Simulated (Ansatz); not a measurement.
# Si: the band gap up the ladder of functionals

The task here is to estimate one member of a computed series from the others.

Program: Ansatz 0.2.0. PAW datasets, plane waves. The values are computed, spin-unpolarised, and not measurements.

## The structure to begin with

The cell was relaxed beforehand with r2SCAN.

It is hexagonal, P6_3/mmc (No. 194); a = 3.832 Å, c = 6.341 Å in the conventional setting, 20.16 Å³ an atom. Si has 4 Si at 2.35–2.37 Å.

The structure in full:

```cif
data_structure
_symmetry_space_group_name_H-M 'P 1'
_symmetry_Int_Tables_number 1
_cell_length_a 3.8321
_cell_length_b 3.8321
_cell_length_c 6.3412
_cell_angle_alpha 90.000
_cell_angle_beta 90.000
_cell_angle_gamma 120.000
_cell_volume 80.65
loop_
_atom_site_label
_atom_site_type_symbol
_atom_site_fract_x
_atom_site_fract_y
_atom_site_fract_z
_atom_site_occupancy
Si1 Si 0.33333 0.66667 0.00056 1
Si2 Si 0.66667 0.33333 0.50056 1
Si3 Si 0.33333 0.66667 0.37444 1
Si4 Si 0.66667 0.33333 0.87444 1
```

Set-up of the first run:

File input.yaml:

```yaml
crystal:
  lattice:
    - [3.8321296575, 0.0, 0.0]
    - [-1.9160648287, 3.318721634, 0.0]
    - [0.0, 0.0, 6.3412164314]
  atoms:
    - { symbol: Si, position: [0.3333333333, 0.6666666667, 0.0005609359] }
    - { symbol: Si, position: [0.6666666667, 0.3333333333, 0.5005609359] }
    - { symbol: Si, position: [0.3333333333, 0.6666666667, 0.3744390641] }
    - { symbol: Si, position: [0.6666666667, 0.3333333333, 0.8744390641] }
kpoints:
  mp_grid: { grid: [12, 12, 4] }
  band_path:
    path:
      - [[0.0, 0.0, 0.0], [0.5, 1.006403249206e-17, 0.0], [0.3333333333333, 0.3333333333333, 0.0], [0.0, 0.0, 0.0], [0.0, 0.0, 0.5], [0.5, 1.006403249206e-17, 0.5], [0.3333333333333, 0.3333333333333, 0.5], [0.0, 0.0, 0.5]]
      - [[0.5, 1.006403249206e-17, 0.5], [0.5, 1.006403249206e-17, 0.0]]
      - [[0.3333333333333, 0.3333333333333, 0.5], [0.3333333333333, 0.3333333333333, 0.0]]
    npoints: 10
hamiltonian:
  xc: pbe
scf:
  occupations: { method: fermi_dirac, width: 0.02 }
  n_extra_bands: 5
output:
  forces: true
  stress: true
  eigenvalues: true
  write_density: true
  write_potential: true
  elf: true
  volumetric_format: npy
```

Command:

```console
ansatz run input.yaml --threads 2 --pin off --max-ram 2211MiB --backend cpu --events-out ev --progress --plain --runs-dir out
```

Among the steps run: PBE bands along the symmetry lines; r2SCAN; Single point with HSE06; PBE0; Single point with LDA; Quasiparticle levels, G0W0@PBE; G0W0 on PBE; DDH-PBE0 at the same geometry; r2SCANh at the same geometry; LC-ωPBE.

One table of the session follows, with a row left open; its other results are not shown here.

| level | gap (eV) |
| --- | --- |
| PBE | 0.43 |
| r2SCAN | 0.61 |
| HSE06 | 0.97 |
| PBE0 | 1.63 |
| LDA | 0.32 |
| G0W0@PBE (240 empty bands) | 0.87 |
| G0W0@PBE (597 empty bands) | ? |
| DDH-PBE0 | 0.78 |
| r2SCANh | 1.04 |
| LC-ωPBE | 5.13 |

**Question.** Estimate the row for G0W0@PBE (597 empty bands).

The run gave: gap (eV): 0.94. In the column «gap (eV)» it lies between G0W0@PBE (240 empty bands) (0.87) and HSE06 (0.97).

Meshes: PBE 12×12×4, r2SCAN 12×12×4, HSE06 6×6×4, PBE0 6×6×4, LDA 12×12×4, DDH-PBE0 6×6×4, r2SCANh 6×6×4, LC-ωPBE 6×6×4.

PBE reaches 45 % of the G0W0@PBE value, and r2SCAN 65 %. PBE0 lies 0.66 eV above HSE06, which differs from it by screening the long-range exchange. No extrapolation in bands, cutoff or mesh was made for G0W0.

Limits of these values: Warnings in the runs' records: stress exchange threshold loose, stress scf threshold loose.
